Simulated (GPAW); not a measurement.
Bi: single point with PBE

The system is Bi.

```xyz
2
Lattice="3.2384 0.0000 0.0000 0.0000 3.2216 0.0000 -0.0805 0.0000 6.4439" Properties=species:S:1:pos:R:3 pbc="T T T"
Bi    1.7022    0.0000    4.8302
Bi    1.4558    0.0000    1.6137
```

This isn't the form of Bi at room conditions, which is rhombohedral.

```yaml
Program: GPAW 26.7.0
Task: single point
Functional: PBE
Potentials_or_basis: GPAW PAW data sets (gpaw-data 1.2.1)
Cutoff: 600 eV
Basis: pw
k_mesh: 8 × 8 × 4
Occupations: fermi-dirac, width 0.05 eV
Spin: no spin polarisation
```

* Pressure: 2.0 GPa
* Largest force: 0.015 eV/Å
* Band gap on the k mesh: none (metal or under the smearing width)

Forces in eV/Å, atoms in the order of the input:
```
Bi   0.010  0.000 -0.011
Bi  -0.010  0.000  0.011
```

Stress tensor (GPa, compression positive):
```
 1.86  0.00 -0.12
 0.00  2.64  0.00
-0.12  0.00  1.62
```

Levels at points of the mesh, in eV from the Fermi level:
```
           k point  band 11  band 12  band 13  band 14  band 15  band 16  band 17  band 18  band 19  band 20
(0.00, 0.00, 0.00)   -13.11   -11.12    -5.06     3.22     3.26     3.28     4.83     5.24     6.63     7.91
(0.00, 0.00, 0.50)   -12.35   -12.32    -1.81    -1.78     3.91     4.00     4.10     4.12     7.70     7.77
(0.00, 0.50, 0.00)   -11.10    -9.13    -5.07    -3.16    -3.14     2.71     5.19     5.23     6.90     9.83
(0.00, 0.50, 0.50)   -10.36   -10.33    -4.29    -4.28     0.21     0.25     5.43     5.43     5.91     6.01
(0.50, 0.00, 0.00)   -11.14    -9.23    -5.01    -3.22    -3.08     2.38     5.23     5.49     7.20     9.89
(0.50, 0.00, 0.50)   -10.41   -10.37    -4.33    -4.30     0.19     0.28     5.38     5.42     6.05     6.09
(0.50, 0.50, 0.00)    -9.14    -7.19    -3.17    -3.09    -1.44    -1.40    -1.27     2.75     4.95     5.28
(0.50, 0.50, 0.50)    -8.42    -8.38    -2.45    -2.43    -2.41    -2.40     2.16     2.27     3.44     3.46
```

It took 66 s on 1 thread of Arm Neoverse V2 (shared host), peak memory 0.26 GiB.

Caveat: spin-orbit coupling is left out, which moves the levels of the heavy elements.
